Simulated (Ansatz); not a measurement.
Crystal: BaTiO3.

```xyz
10
Lattice="4.0073 0.0000 0.0000 0.0000 4.0073 0.0000 0.0000 0.0000 8.0146" Properties=species:S:1:pos:R:3 pbc="T T T"
Ba    2.3139    2.3844    1.9229
Ba    2.0570    1.8276    6.1203
Ti    0.1419    4.0001    0.1061
Ti    3.8069    3.8918    4.1558
O     2.2804    3.7093    7.8525
O     1.7205    3.8733    4.0115
O     3.8827    2.3866    7.8876
O     3.8235    1.8548    4.1970
O     3.8544    0.0411    1.7952
O     0.1626    0.0749    6.0314
```

* Program: Ansatz 0.2.0
* Task: relaxation of cell and atoms
* Functional: PBEsol
* Potentials or basis: Ansatz PAW
* Cutoff: 420 eV (not typed: the program's choice for these potentials)
* k mesh: 7 × 7 × 4
* Occupations: fermi-dirac, width 0.05 eV
* Spin: no spin polarisation
* Hubbard terms: Ti d U = 5 eV

At the start: volume 12.87 Å³/atom.

Q: Where does the relaxation end?

A: It ends after 9 steps and the volume is 12.64 Å³/atom (-1.8 %); space group Pm-3m (No. 221, to 0.05 Å).

The path:
```csv
step,energy change (eV),largest force (eV/Å),volume (Å³)
1,0.0000,8.1233,128.70
2,-3.1145,3.9847,131.99
3,-4.2975,1.3181,127.92
4,-4.5698,0.0280,125.86
5,-4.5705,0.0077,126.47
6,-4.5709,0.0011,126.43
7,-4.5633,0.0011,126.43
8,-4.5636,0.0004,126.36
9,-4.5633,0.0004,126.36
```

Final structure:
```cif
data_structure
_symmetry_space_group_name_H-M 'P 1'
_symmetry_Int_Tables_number 1
_cell_length_a 3.9828
_cell_length_b 3.9828
_cell_length_c 7.9656
_cell_angle_alpha 90.000
_cell_angle_beta 90.000
_cell_angle_gamma 90.000
_cell_volume 126.36
loop_
_atom_site_label
_atom_site_type_symbol
_atom_site_fract_x
_atom_site_fract_y
_atom_site_fract_z
_atom_site_occupancy
Ba1 Ba 0.50001 0.50004 0.25001 1
Ba2 Ba 0.50001 0.50004 0.75001 1
Ti1 Ti 0.00000 0.00010 0.00002 1
Ti2 Ti 0.00007 0.00009 0.50002 1
O1 O 0.50000 0.99997 0.99999 1
O2 O 0.49995 0.99997 0.49999 1
O3 O 0.00000 0.49993 0.99999 1
O4 O 0.99997 0.49994 0.49999 1
O5 O 0.99999 0.99997 0.24998 1
O6 O 0.99999 0.99997 0.74998 1
```

Caveat: the electronic state changed during the relaxation; the plane-wave basis is chosen anew once the cell has moved, so the energies of steps on either side of that aren't comparable; the pressure holds a Pulay correction of +0.6 GPa for the finite cutoff; the PAW data sets come from PBE, with cores solved anew for the run's functional, which leaves a small shift of forces and pressure.
